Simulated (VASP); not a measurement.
Wanted: the native input for a VASP 6.6.1 run.

```
Task                               : band structure
Functional                         : HSE03
Potentials or basis                : VASP PAW PBE potentials, release 64 (Ga_d, P)
Cutoff                             : 520 eV
k mesh                             : 6 × 6 × 6
Occupations                        : gaussian, width 0.02 eV
Spin                               : no spin polarisation
Ladder                             : free
Grid for exact exchange (PRECFOCK) : Fast
Further INCAR settings             : ALGO = Normal; EDIFF = 1e-06
```

GaP:

```
CELL_PARAMETERS angstrom
0.00000 2.72525 2.72525
2.72525 0.00000 2.72525
2.72525 2.72525 0.00000
ATOMIC_POSITIONS crystal
Ga 0.00000 0.00000 0.00000
P 0.75000 0.75000 0.75000
```

The input as run:

POSCAR

```
GaP
1.0
    0.0000000000      2.7252500000      2.7252500000
    2.7252500000      0.0000000000      2.7252500000
    2.7252500000      2.7252500000      0.0000000000
Ga P
1 1
Direct
    0.0000000000      0.0000000000      0.0000000000
    0.7500000000      0.7500000000      0.7500000000
```

INCAR.step1

```
SYSTEM = GaP
PREC = Accurate
ENCUT = 520
EDIFF = 1E-5
ISMEAR = 0
SIGMA = 0.02
LREAL = .False.
LASPH = .True.
NELM = 100
ALGO = Normal
ISIF = 2
LWAVE = .True.
LCHARG = .False.
GGA = PE
KPAR = 4
```

INCAR.step2

```
SYSTEM = GaP
PREC = Accurate
ENCUT = 520
EDIFF = 1E-6
ISMEAR = 0
SIGMA = 0.02
LREAL = .False.
LASPH = .True.
NELM = 100
ALGO = Normal
ISIF = 2
LWAVE = .False.
LCHARG = .False.
GGA = PE
LHFCALC = .True.
HFSCREEN = 0.3
PRECFOCK = Fast
ISTART = 1
KPAR = 4
```

KPOINTS

```
regular mesh
0
Gamma
  6 6 6
  0 0 0
```

KPOINTS_OPT

```
path GXWKGLUWLK,UX
8
line-mode
reciprocal
 0.0000000000  0.0000000000  0.0000000000  G
 0.5000000000  0.0000000000  0.5000000000  X

 0.5000000000  0.0000000000  0.5000000000  X
 0.5000000000  0.2500000000  0.7500000000  W

 0.5000000000  0.2500000000  0.7500000000  W
 0.3750000000  0.3750000000  0.7500000000  K

 0.3750000000  0.3750000000  0.7500000000  K
 0.0000000000  0.0000000000  0.0000000000  G

 0.0000000000  0.0000000000  0.0000000000  G
 0.5000000000  0.5000000000  0.5000000000  L

 0.5000000000  0.5000000000  0.5000000000  L
 0.6250000000  0.2500000000  0.6250000000  U

 0.6250000000  0.2500000000  0.6250000000  U
 0.5000000000  0.2500000000  0.7500000000  W

 0.5000000000  0.2500000000  0.7500000000  W
 0.5000000000  0.5000000000  0.5000000000  L

 0.5000000000  0.5000000000  0.5000000000  L
 0.3750000000  0.3750000000  0.7500000000  K

 0.6250000000  0.2500000000  0.6250000000  U
 0.5000000000  0.0000000000  0.5000000000  X
```

Potentials or basis: VASP PAW PBE potentials, release 64 (Ga_d, P).

The run is started by

```sh
$ cat potpaw_PBE.64/Ga_d/POTCAR potpaw_PBE.64/P/POTCAR > POTCAR
$ cp INCAR.step1 INCAR
$ mpirun -np 4 vasp_std > vasp.out
$ cp INCAR.step2 INCAR
$ mpirun -np 4 vasp_std > vasp.out
```

It gave:

| Quantity | Value |
| --- | --- |
| Pressure | 0.8 GPa |
| Band gap on the k mesh | 2.13 eV, indirect (least direct gap 2.61 eV) |
| Band gap along the path | 2.10 eV, indirect (least direct gap 2.61 eV) |

Caveat: the PAW data sets were made with another functional, which shifts forces and pressure a little.

It took 8.7 min on 4 MPI ranks on Intel(R) Xeon(R) Platinum 8488C (Sapphire Rapids), with other jobs on the host, peak memory 0.31 GiB a rank.
